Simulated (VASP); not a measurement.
**AgCl: single point with PBE**

The system is AgCl.

```
Ag Cl
1.0
     3.43397    0.00000    0.00000
     0.00000    3.43397    0.00000
     0.00000    0.00000    3.43397
Ag Cl
1 1
Direct
  0.00000 0.00000 0.00000
  0.50000 0.50000 0.50000
```

Measurements of this composition are mostly on another form, of space group No. 225.

The cell isn't the ideal one: the database's cell and atoms.

| Item | Value |
| --- | --- |
| Program | VASP 6.6.1 |
| Task | single point |
| Functional | PBE |
| Potentials or basis | VASP PAW PBE potentials, release 64 (Ag, Cl) |
| Cutoff | 520 eV |
| k mesh | 10 × 10 × 10 |
| Occupations | gaussian, width 0.02 eV |
| Spin | no spin polarisation |

| Property | Result |
| --- | --- |
| Pressure | -0.3 GPa |
| Band gap on the k mesh | 0.57 eV, indirect (least direct gap 2.08 eV) |

Levels at points of the mesh, in eV from the valence-band top:
```tsv
k point	band 7	band 8	band 9	band 10	band 11	band 12
(0.00, 0.00, 0.00)	-1.50	-1.50	-1.50	0.57	9.44	9.44
(0.50, 0.00, 0.00)	-1.42	0.00	0.00	4.91	5.51	9.43
(0.50, 0.50, 0.00)	-2.06	-1.48	-0.88	2.81	8.93	8.93
(0.50, 0.50, 0.50)	-0.17	-0.17	-0.17	4.80	4.80	4.80
```

Run time: 20 s on 1 thread of Intel(R) Xeon(R) Platinum 8488C (Sapphire Rapids) (shared host), peak memory 0.18 GiB.

A k mesh can miss the band edges.
